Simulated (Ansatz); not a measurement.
# AlAs: the cost of one run

Program: Ansatz 0.2.0. Level of theory: DFT PBEsol, scalar-relativistic, plane waves, PAW. These are calculated values, not measurements.

1 further run of the same task is left out (it didn't finish).

### 1 The system as given

It takes space group F-43m (No. 216, cubic). Conventional cell: a = 4.368 Å, b = 4.368 Å, c = 4.368 Å, α = 90.00°, β = 90.00°, γ = 90.00°. Around Al (site symmetry -43m) lie 4 N at 1.89 Å. N (site symmetry -43m) is surrounded by 4 Al at 1.89 Å.

Structure file:

```cif
data_structure
_symmetry_space_group_name_H-M 'P 1'
_symmetry_Int_Tables_number 1
_cell_length_a 3.0886
_cell_length_b 3.0886
_cell_length_c 3.0886
_cell_angle_alpha 60.000
_cell_angle_beta 60.000
_cell_angle_gamma 60.000
_cell_volume 20.83
loop_
_atom_site_label
_atom_site_type_symbol
_atom_site_fract_x
_atom_site_fract_y
_atom_site_fract_z
_atom_site_occupancy
Al1 Al 0.00000 0.00000 0.00000 1
N1 N 0.75000 0.75000 0.75000 1
```

The structure comes from the Materials Project (structure only).

### 2 One element swapped, cell strained: N → As, first probe

Against the listed cell: As takes all sites of N, and lengths are scaled by 1.150 as a first guess of the size; strain xx, yy, zz, yz, xz, xy = -1.7, -1.7, -1.7, +0.0, +0.0, +0.0 %.

File input.yaml:

```yaml
crystal:
  lattice:
    - [0.0, 2.4684685487, 2.4684685487]
    - [2.4684685487, 0.0, 2.4684685487]
    - [2.4684685487, 2.4684685487, 0.0]
  atoms:
    - { symbol: Al, position: [0.0, 0.0, 0.0] }
    - { symbol: As, position: [0.75, 0.75, 0.75] }
basis:
  ecutwfc: 420
kpoints:
  mp_grid: { grid: [6, 6, 6] }
hamiltonian:
  xc: pbesol
scf:
  occupations: { method: gaussian, width: 0.1 }
output:
  forces: true
  stress: true
  eigenvalues: true
```

The run is started by

```console
ansatz run input.yaml --threads 1 --pin off --max-ram 1331MiB --backend cpu --events-out ev --progress --plain --runs-dir out
```

**Question.** How long does this run take on 1 thread of an x86-64 CPU, shared host, and how much memory does it need?

About 1.9 s, with a peak of 0.3 GiB.
